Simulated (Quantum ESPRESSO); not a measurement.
Au:

```xyz
2
Lattice="2.9000 0.0000 0.0000 -1.4500 2.5115 0.0000 0.0000 0.0000 4.8800" Properties=species:S:1:pos:R:3 pbc="T T T"
Au    1.4500    0.8372    1.2200
Au    0.0000    1.6743    3.6600
```

This isn't the form of Au at room conditions, which is fcc.

```yaml
Program: Quantum ESPRESSO 7.5
Task: Wannier functions
Functional: LDA
Potentials_or_basis: PseudoDojo 0.4.1 SR LDA standard
Cutoff: 871 eV
Density_cutoff: 3483 eV
k_mesh: 9 × 9 × 5
Occupations: fermi-dirac, width 0.05 eV
Spin: no spin polarisation
Form_of_the_LDA_correlation: PW92
Mixing_beta: 0.5
Most_SCF_iterations: 120
SCF_threshold: 4e-10 Ry
k_mesh_for_the_Wannier_functions: 7 × 7 × 4
```

Start: SCDM with an erfc weight, μ = 3.0 eV over the reference level, σ = 3.0 eV, one function for each orbital of the shells Au spd; the lowest 8 bands are left out. The reference level is the Fermi level, or the middle of the gap.

With SCDM with an erfc weight, how many functions result, how localised are they, and how well do they interpolate the bands?

18 functions with spreads from 0.87 to 7.05 Å², 45.4 Å² in all; they miss the direct bands by 36 meV (root mean square).

Wannier functions:
| function | nearest atom | distance (Å) | spread (Å²) | on-site energy from the reference level (eV) |
| --- | --- | --- | --- | --- |
| 1 | 1 Au | 0.03 | 0.87 | -2.85 |
| 2 | 2 Au | 0.06 | 0.93 | -2.74 |
| 3 | 1 Au | 0.01 | 0.89 | -2.78 |
| 4 | 2 Au | 0.07 | 1.00 | -2.48 |
| 5 | 2 Au | 0.05 | 0.87 | -2.82 |
| 6 | 1 Au | 0.01 | 1.00 | -2.54 |
| 7 | 1 Au | 0.02 | 0.96 | -2.62 |
| 8 | 2 Au | 0.09 | 1.01 | -2.47 |
| 9 | 2 Au | 0.06 | 0.95 | -2.59 |
| 10 | 1 Au | 0.98 | 4.14 | 7.26 |
| 11 | 2 Au | 1.01 | 3.83 | 5.52 |
| 12 | 1 Au | 0.04 | 1.00 | -2.50 |
| 13 | 2 Au | 0.85 | 3.74 | 5.41 |
| 14 | 1 Au | 1.86 | 7.05 | 8.78 |
| 15 | 1 Au | 1.04 | 6.30 | 7.90 |
| 16 | 1 Au | 1.64 | 3.58 | 5.02 |
| 17 | 2 Au | 1.05 | 3.45 | 4.94 |
| 18 | 2 Au | 1.09 | 3.84 | 5.56 |

Parts of the spread (Å²): invariant 27.32, diagonal 1.104, off-diagonal 16.97, total 45.40. Against the direct bands the interpolation misses by 36 meV (root mean square) and 242 meV at most, for states up to 1 eV over the reference level.

Caveat: spin-orbit coupling is left out, which moves the levels of the heavy elements.
